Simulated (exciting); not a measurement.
LiCl:

```
Cl Li
1.0
     0.00000    2.56477    2.56477
     2.56477    0.00000    2.56477
     2.56477    2.56477    0.00000
Cl Li
1 1
Direct
  0.50000 0.50000 0.50000
  0.00000 0.00000 0.00000
```

Base run:

* Program: exciting (release sodium)
* Functional: PBE
* Potentials or basis: all-electron LAPW+lo, shipped species files, valence relativity zora
* rgkmax: 7
* k mesh: 9 × 9 × 9
* Occupations: fermi-dirac, width 0.05 eV
* Spin: no spin polarisation

Its results: band gap on the k mesh 6.34 eV, direct.

**Question.** The run is repeated on the same cell with these changes: functional from PBE to LDA. What comes out?

**Answer.** Band gap on the k mesh 5.99 eV, direct.

Caveats: an odd mesh through Γ misses points on the zone boundary, where band edges often lie (some runs).

Not every run made on this cell is shown here.
